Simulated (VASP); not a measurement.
# SrTiO3 (Pm-3m) in VASP: settings compared

One crystal, SrTiO3, is run at these levels: PBE, PBEsol; tasks: band structure.

Everything below comes from runs of VASP 6.6.1. Logs are shortened: lines on timing, memory, paths and dates and some standing lists are left out, and cuts for length are marked.

### 1 The structure

The structure is cubic, space group Pm-3m (No. 221). The conventional cell has a = 3.940 Å, b = 3.940 Å, c = 3.940 Å, α = 90.00°, β = 90.00°, γ = 90.00°. Sr (site symmetry m-3m) has 12 O at 2.79 Å as nearest neighbours. Ti (site symmetry m-3m) is surrounded by 6 O at 1.97 Å. Around O (site symmetry 4/mmm) lie 2 Ti at 1.97 Å.

The cell is a database's computed one.

### 2 Band structure, PBE

File POSCAR:

```
SrTiO3                                  
1.0
    3.9398812846      0.0000000000      0.0000000000
    0.0000000000      3.9398812846      0.0000000000
    0.0000000000      0.0000000000      3.9398812846
  Sr              Ti              O             
     1     1     3
Direct
     0.0000000000000000    0.0000000000000000    0.0000000000000000
     0.5000000000000000    0.5000000000000000    0.5000000000000000
     0.5000000000000000    0.0000000000000000    0.5000000000000000
     0.5000000000000000    0.5000000000000000    0.0000000000000000
     0.0000000000000000    0.5000000000000000    0.5000000000000000
```

File INCAR.step1:

```
SYSTEM = SrTiO3
PREC = Accurate
ENCUT = 450
EDIFF = 1E-6
ISMEAR = 0
SIGMA = 0.02
LREAL = .FALSE.
LASPH = .TRUE.
NELM = 120
ALGO = Normal
ISIF = 2
LWAVE = .FALSE.
LCHARG = .TRUE.
LMAXMIX = 4
GGA = PE
NBANDS = 28
KPAR = 4
```

File KPOINTS.step1:

```
Automatic mesh
0
G
  10 10 10
  0 0 0
```

File INCAR.step2:

```
SYSTEM = SrTiO3
PREC = Accurate
ENCUT = 450
EDIFF = 1E-6
ISMEAR = 0
SIGMA = 0.05
LREAL = .FALSE.
LASPH = .TRUE.
NELM = 120
ALGO = Normal
ISIF = 2
LWAVE = .FALSE.
LCHARG = .FALSE.
LMAXMIX = 4
GGA = PE
NBANDS = 28
KPAR = 4
ICHARG = 11
```

File KPOINTS.step2:

```
path GXMGRX,MR
10
line-mode
reciprocal
 0.0000000000  0.0000000000  0.0000000000  G
 0.0000000000  0.5000000000  0.0000000000  X

 0.0000000000  0.5000000000  0.0000000000  X
 0.5000000000  0.5000000000  0.0000000000  M

 0.5000000000  0.5000000000  0.0000000000  M
 0.0000000000  0.0000000000  0.0000000000  G

 0.0000000000  0.0000000000  0.0000000000  G
 0.5000000000  0.5000000000  0.5000000000  R

 0.5000000000  0.5000000000  0.5000000000  R
 0.0000000000  0.5000000000  0.0000000000  X

 0.5000000000  0.5000000000  0.0000000000  M
 0.5000000000  0.5000000000  0.5000000000  R
```

Potentials or basis: VASP PAW PBE potentials, release 64 (Sr_sv, Ti_sv, O).

Command:

```bash
$ cat potpaw_PBE.64/Sr_sv/POTCAR potpaw_PBE.64/Ti_sv/POTCAR potpaw_PBE.64/O/POTCAR > POTCAR
$ cp INCAR.step1 INCAR
$ cp KPOINTS.step1 KPOINTS
$ mpirun -np 4 vasp_std > vasp.out
$ cp INCAR.step2 INCAR
$ cp KPOINTS.step2 KPOINTS
$ mpirun -np 4 vasp_std > vasp.out
```

OUTCAR:

```text
SYSTEM = SrTiO3
   PREC = Accurate
   ENCUT = 450
   EDIFF = 1E-6
   ISMEAR = 0
   LREAL = .FALSE.
   LASPH = .TRUE.
   NELM = 120
   ISIF = 2
   GGA = PE
   ICHARG = 11

 ion  position               nearest neighbor table
   1  0.000  0.000  0.000-   3 2.79   4 2.79   5 2.79   3 2.79   5 2.79   4 2.79   5 2.79   5 2.79
                             3 2.79   4 2.79   3 2.79   4 2.79   2 3.41   2 3.41   2 3.41   2 3.41
   2  0.500  0.500  0.500-   3 1.97   4 1.97   5 1.97   4 1.97   3 1.97   5 1.97   1 3.41   1 3.41
                             1 3.41   1 3.41   1 3.41   1 3.41   1 3.41   1 3.41
   3  0.500  0.000  0.500-   2 1.97   2 1.97   1 2.79   1 2.79   1 2.79   1 2.79
   4  0.500  0.500  0.000-   2 1.97   2 1.97   1 2.79   1 2.79   1 2.79   1 2.79
   5  0.000  0.500  0.500-   2 1.97   2 1.97   1 2.79   1 2.79   1 2.79   1 2.79

  LATTYP: Found a simple cubic cell.
 ALAT       =     3.9398812846

  Lattice vectors:

 A1 = (   3.9398812846,   0.0000000000,   0.0000000000)
 A2 = (   0.0000000000,   3.9398812846,   0.0000000000)
 A3 = (   0.0000000000,   0.0000000000,   3.9398812846)

Analysis of symmetry for initial positions (statically):
=====================================================================
 Subroutine PRICEL returns:
 Original cell was already a primitive cell.

 Routine SETGRP: Setting up the symmetry group for a
 simple cubic supercell.

 Subroutine GETGRP returns: Found 48 space group operations
 (whereof 48 operations were pure point group operations)
 out of a pool of 48 trial point group operations.

The static configuration has the point symmetry O_h .

Analysis of symmetry for dynamics (positions and initial velocities):
=====================================================================
 Subroutine PRICEL returns:
 Original cell was already a primitive cell.

 Routine SETGRP: Setting up the symmetry group for a
 simple cubic supercell.

 Subroutine GETGRP returns: Found 48 space group operations
 (whereof 48 operations were pure point group operations)
 out of a pool of 48 trial point group operations.

The dynamic configuration has the point symmetry O_h .

 Subroutine INISYM returns: Found 48 space group operations
 (whereof 48 operations are pure point group operations),
 and found     1 'primitive' translations

----------------------------------------------------------------------------------------

                                     Primitive cell

  volume of cell :      61.1575

  direct lattice vectors                    reciprocal lattice vectors
     3.939881285  0.000000000  0.000000000     0.253814754  0.000000000  0.000000000
     0.000000000  3.939881285  0.000000000     0.000000000  0.253814754  0.000000000
     0.000000000  0.000000000  3.939881285     0.000000000  0.000000000  0.253814754

  length of vectors
     3.939881285  3.939881285  3.939881285     0.253814754  0.253814754  0.253814754

  position of ions in fractional coordinates (direct lattice)
     0.000000000  0.000000000  0.000000000
     0.500000000  0.500000000  0.500000000
     0.500000000  0.000000000  0.500000000
     0.500000000  0.500000000  0.000000000
     0.000000000  0.500000000  0.500000000

  ion indices of the primitive-cell ions
   primitive index   ion index
                 1           1
                 2           2
                 3           3
                 4           4
                 5           5

----------------------------------------------------------------------------------------

 KPOINTS: path GXMGRX,MR

Interpolating k-points between supplied coordinates.

 Line segments in fractional coordinates (reciprocal lattice):
    0.000000  0.000000  0.000000  ...  0.000000  0.500000  0.000000
    0.000000  0.500000  0.000000  ...  0.500000  0.500000  0.000000
    0.500000  0.500000  0.000000  ...  0.000000  0.000000  0.000000
    0.000000  0.000000  0.000000  ...  0.500000  0.500000  0.500000
    0.500000  0.500000  0.500000  ...  0.000000  0.500000  0.000000
    0.500000  0.500000  0.000000  ...  0.500000  0.500000  0.500000

 Generated    10 points on each line segment, for a total of     60 k-points:

 Following reciprocal coordinates:
            Coordinates               Weight
  0.000000  0.000000  0.000000      0.016667
  0.000000  0.055556  0.000000      0.016667
  0.000000  0.111111  0.000000      0.016667
  0.000000  0.166667  0.000000      0.016667
  0.000000  0.222222  0.000000      0.016667
  0.000000  0.277778  0.000000      0.016667
[... 16 lines left out ...]
  0.388889  0.388889  0.000000      0.016667
  0.333333  0.333333  0.000000      0.016667
 [... further k-points ...]
   k-points           NKPTS =     60   k-points in BZ     NKDIM =     60   number of bands    NBANDS=     28
   number of dos      NEDOS =    301   number of ions     NIONS =      5
   total plane-waves  NPLWV =  21952
   dimension x,y,z NGX =    28 NGY =   28 NGZ =   28
   dimension x,y,z NGXF=    56 NGYF=   56 NGZF=   56
   ions per type =               1   1   3
   NGX,Y,Z   is equivalent  to a cutoff of  11.81, 11.81, 11.81 a.u.
   NGXF,Y,Z  is equivalent  to a cutoff of  23.63, 23.63, 23.63 a.u.
 SYSTEM =  SrTiO3
   PREC   = accura    normal or accurate (medium, high low for compatibility)
   ISTART =      0    job   : 0-new  1-cont  2-samecut
   ICHARG =     11    charge: 1-file 2-atom 10-const
   ISPIN  =      1    spin polarized calculation?
   LNONCOLLINEAR =      F non collinear calculations
   LSORBIT =      F    spin-orbit coupling
   LASPH  =      T    aspherical Exc in radial PAW
   ENCUT  =  450.0 eV  33.07 Ry    5.75 a.u.   6.81  6.81  6.81*2*pi/ulx,y,z
   NELM   =    120;   NELMIN=  2; NELMDL=  0     # of ELM steps
   EDIFF  = 0.1E-05   stopping-criterion for ELM
   LREAL  =      F    real-space projection
   EDIFFG = 0.1E-04   stopping-criterion for IOM
   NSW    =      0    number of steps for IOM
   IBRION =     -1    ionic relax: 0-MD 1-quasi-New 2-CG
   NFREE  =      0    steps in history (QN), initial steepest desc. (CG)
   ISIF   =      2    stress and relaxation
   ISYM   =      2    0-nonsym 1-usesym 2-fastsym
   POTIM  = 0.5000    time-step for ionic-motion
   TEBEG  =    0.0;   TEEND  =   0.0 temperature during run
   PSTRESS=    0.0 pullay stress
   NELECT =      40.0000    total number of electrons
   NUPDOWN=      -1.0000    fix difference up-down
   EMIN   =  10.00;   EMAX   =-10.00  energy-range for DOS
   EFERMI =   0.00;   METHOD = LEGACY
   ISMEAR =     0;   SIGMA  =   0.05  broadening in eV -4-tet -1-fermi 0-gaus
   EFERMI_NEDOS =   21; number of points for ismear=-14 and -15
   IALGO  =     38    algorithm
   IMIX   =      4    mixing-type and parameters
     AMIX     =   0.40;   BMIX     =  1.00
     AMIX_MAG =   1.60;   BMIX_MAG =  1.00
  volume/ion in A,a.u.               =      12.23        82.54
  Fermi-wavevector in a.u.,A,eV,Ry     =   1.421058  2.685410 27.475670  2.019405
  Thomas-Fermi vector in A             =   2.541907
   LORBIT       =      0    0 simple, 1 ext, 2 COOP (PROOUT), +10 PAW based schemes
   GGA     = PE    functional components
   LHFCALC =     F    Hartree Fock is set to
   AEXX    =    0.0000 exact exchange contribution
   IVDW    =     0    specifies the selected vdW correction
   LEPSILON=     F    determine dielectric tensor
   LRPA    =     F    only Hartree local field effects (RPA)
 non-spin polarized calculation
 Gauss-broadening in eV      SIGMA  =   0.05
  energy-cutoff  :      450.00
  volume of cell :       61.16
 maximum number of plane-waves:      1357
 NGX is ok and might be reduce to    28

 number of electron      40.0000021 magnetization

 Free energy of the ion-electron system (eV)
  ---------------------------------------------------
  ext. energy  EPLUGINS =         0.00000000
  ---------------------------------------------------
  free energy    TOTEN  =       -38.81799995 eV

  energy without entropy =      -38.81799995  energy(sigma->0) =      -38.81799995

 E-fermi :   4.3282     XC(G=0): -11.1301

 val. band max:        3.9468655795   @ k =   0.5000   0.5000   0.5000
 cond. band min:       5.7550284555   @ k =   0.0000   0.0000   0.0000
 fundamental gap:      1.8081628760
 Fermi energy:         4.3281730798

 k-point     1 :       0.0000    0.0000    0.0000
  band No.  band energies     occupation
      1     -52.6234      2.00000
      2     -28.9248      2.00000
      3     -28.8550      2.00000
      4     -28.8550      2.00000
      5     -28.8550      2.00000
      6     -13.3812      2.00000
[... 20 lines left out ...]
     27       9.3232      0.00000
     28       9.9267      0.00000

 k-point     2 :       0.0000    0.0556    0.0000
  band No.  band energies     occupation
      1     -52.6233      2.00000
      2     -28.9285      2.00000
      3     -28.8550      2.00000
      4     -28.8550      2.00000
      5     -28.8526      2.00000
      6     -13.3813      2.00000
[... 20 lines left out ...]
     27       9.3783      0.00000
     28      10.0006      0.00000

 k-point     3 :       0.0000    0.1111    0.0000
  band No.  band energies     occupation
      1     -52.6232      2.00000
      2     -28.9382      2.00000
      3     -28.8547      2.00000
      4     -28.8547      2.00000
      5     -28.8465      2.00000
      6     -13.3846      2.00000
[... 20 lines left out ...]
     27       9.5364      0.00000
     28      10.2188      0.00000

 k-point     4 :       0.0000    0.1667    0.0000
  band No.  band energies     occupation
      1     -52.6229      2.00000
      2     -28.9514      2.00000
      3     -28.8544      2.00000
      4     -28.8544      2.00000
      5     -28.8389      2.00000
      6     -13.3979      2.00000
[... 578 lines left out ...]
     27      12.0336      0.00000
     28      13.2881      0.00000

 k-point    23 :       0.3889    0.3889    0.0000
  band No.  band energies     occupation
      1     -52.6207      2.00000
      2     -28.9467      2.00000
      3     -28.9086      2.00000
      4     -28.8532      2.00000
      5     -28.8507      2.00000
      6     -13.0290      2.00000
[... 20 lines left out ...]
     27      12.0262      0.00000
     28      12.9985      0.00000

 k-point    24 :       0.3333    0.3333    0.0000
  band No.  band energies     occupation
      1     -52.6211      2.00000
      2     -28.9602      2.00000
      3     -28.9005      2.00000
      4     -28.8513      2.00000
      5     -28.8362      2.00000
      6     -13.1687      2.00000
[... 20 lines left out ...]
     27      12.0725      0.00000
     28      12.2346      0.00000

 [... further k-points ...]

------------------------ aborting loop because EDIFF is reached ----------------------------------------

  FORCE on cell =-STRESS in cart. coord.  units (eV):
  Direction    XX          YY          ZZ          XY          YZ          ZX
  --------------------------------------------------------------------------------------
  -------------------------------------------------------------------------------------
  Total        4.5509682      4.5509682      4.5509682     -0.0000000      0.0000000     -0.0000000
  in kB      119.2243526    119.2243526    119.2243526     -0.0000000      0.0000000     -0.0000000
  external PRESSURE =     119.2243526 kB  Pullay stress =       0.0000000 kB

 VOLUME and BASIS-vectors are now :
 -----------------------------------------------------------------------------
  energy-cutoff  :      450.00
  volume of cell :       61.16
      direct lattice vectors                 reciprocal lattice vectors
     3.939881285  0.000000000  0.000000000     0.253814754  0.000000000  0.000000000
     0.000000000  3.939881285  0.000000000     0.000000000  0.253814754  0.000000000
     0.000000000  0.000000000  3.939881285     0.000000000  0.000000000  0.253814754

 POSITION                                       TOTAL-FORCE (eV/Angst)
 -----------------------------------------------------------------------------------
      0.00000      0.00000      0.00000         0.000000      0.000000      0.000000
      1.96994      1.96994      1.96994         0.000000      0.000000      0.000000
      1.96994      0.00000      1.96994         0.000000      0.000000      0.000000
      1.96994      1.96994      0.00000         0.000000      0.000000      0.000000
      0.00000      1.96994      1.96994         0.000000      0.000000      0.000000
 -----------------------------------------------------------------------------------
    total drift:                                0.000000      0.000000      0.000000

  FREE ENERGIE OF THE ION-ELECTRON SYSTEM (eV)
  ---------------------------------------------------
  free  energy   TOTEN  =       -38.8179999465 eV

  energy  without entropy=      -38.8179999465  energy(sigma->0) =      -38.81799995
```

Run time: 23 s. Hardware: 4 MPI ranks of AMD EPYC 9R45 (Zen 5), shared host; peak memory 0.18 GiB.

What came out:

```yaml
Band_gap_on_the_k_mesh: 1.81 eV, indirect (least direct gap 2.18 eV)
Band_gap_along_the_path: 1.81 eV, indirect (least direct gap 2.18 eV)
```

Levels at the corners of the path, in eV from the valence-band top:
| point | band 18 | band 19 | band 20 | band 21 | band 22 | band 23 |
| --- | --- | --- | --- | --- | --- | --- |
| Γ | -0.37 | -0.37 | -0.37 | 1.81 | 1.81 | 1.81 |
| X | -1.90 | -0.73 | -0.73 | 1.97 | 3.64 | 3.64 |
| X | -1.90 | -0.73 | -0.73 | 1.97 | 3.64 | 3.64 |
| M | -1.54 | -1.54 | -0.09 | 3.65 | 3.65 | 4.09 |
| M | -1.54 | -1.54 | -0.09 | 3.65 | 3.65 | 4.09 |
| Γ | -0.37 | -0.37 | -0.37 | 1.81 | 1.81 | 1.81 |
| Γ | -0.37 | -0.37 | -0.37 | 1.81 | 1.81 | 1.81 |
| R | 0.00 | 0.00 | 0.00 | 4.30 | 4.30 | 4.30 |
| R | 0.00 | 0.00 | 0.00 | 4.30 | 4.30 | 4.30 |
| X | -1.90 | -0.73 | -0.73 | 1.97 | 3.64 | 3.64 |
| M | -1.54 | -1.54 | -0.09 | 3.65 | 3.65 | 4.09 |
| R | 0.00 | 0.00 | 0.00 | 4.30 | 4.30 | 4.30 |

Caveat: the cutoff is under 1.25 times the usual one of these potentials, so pressure, stress and relaxed cells hold a basis-set (Pulay) error; the log is that of the step along the path at fixed density, whose energy, stress, charges and moments have no meaning.

### 3 Band structure, PBEsol

POSCAR is that of step 2.

INCAR.step1: that of step 2 with these lines changed.

```diff
@@ -14,3 +14,3 @@
 LMAXMIX = 4
-GGA = PE
+GGA = PS
 NBANDS = 28
```

KPOINTS.step1 is that of step 2.

INCAR.step2: that of step 2 with these lines changed.

```diff
@@ -14,3 +14,3 @@
 LMAXMIX = 4
-GGA = PE
+GGA = PS
 NBANDS = 28
```

KPOINTS.step2 is that of step 2.

Potentials or basis: VASP PAW PBE potentials, release 64 (Sr_sv, Ti_sv, O).

Command:

```bash
$ cat potpaw_PBE.64/Sr_sv/POTCAR potpaw_PBE.64/Ti_sv/POTCAR potpaw_PBE.64/O/POTCAR > POTCAR
$ cp INCAR.step1 INCAR
$ cp KPOINTS.step1 KPOINTS
$ mpirun -np 4 vasp_std > vasp.out
$ cp INCAR.step2 INCAR
$ cp KPOINTS.step2 KPOINTS
$ mpirun -np 4 vasp_std > vasp.out
```

Wall time 23 s (4 MPI ranks of AMD EPYC 9R45 (Zen 5), shared host); peak memory 0.19 GiB.

The run converged. Its results:

```yaml
Band_gap_on_the_k_mesh: 1.76 eV, indirect (least direct gap 2.13 eV)
Band_gap_along_the_path: 1.76 eV, indirect (least direct gap 2.13 eV)
```

Levels at the corners of the path, in eV from the valence-band top:
```csv
point,band 18,band 19,band 20,band 21,band 22,band 23
Γ,-0.37,-0.37,-0.37,1.76,1.76,1.76
X,-1.95,-0.74,-0.74,1.92,3.64,3.64
X,-1.95,-0.74,-0.74,1.92,3.64,3.64
M,-1.56,-1.56,-0.09,3.65,3.65,4.09
M,-1.56,-1.56,-0.09,3.65,3.65,4.09
Γ,-0.37,-0.37,-0.37,1.76,1.76,1.76
Γ,-0.37,-0.37,-0.37,1.76,1.76,1.76
R,0.00,0.00,0.00,4.30,4.30,4.30
R,0.00,0.00,0.00,4.30,4.30,4.30
X,-1.95,-0.74,-0.74,1.92,3.64,3.64
M,-1.56,-1.56,-0.09,3.65,3.65,4.09
R,0.00,0.00,0.00,4.30,4.30,4.30
```

Caveat: the cutoff is under 1.25 times the usual one of these potentials, so pressure, stress and relaxed cells hold a basis-set (Pulay) error; the log is that of the step along the path at fixed density, whose energy, stress, charges and moments have no meaning; the PAW data sets were made with another functional, which shifts forces and pressure a little. A hybrid or GW would open this gap; PBEsol tends to underestimate it.
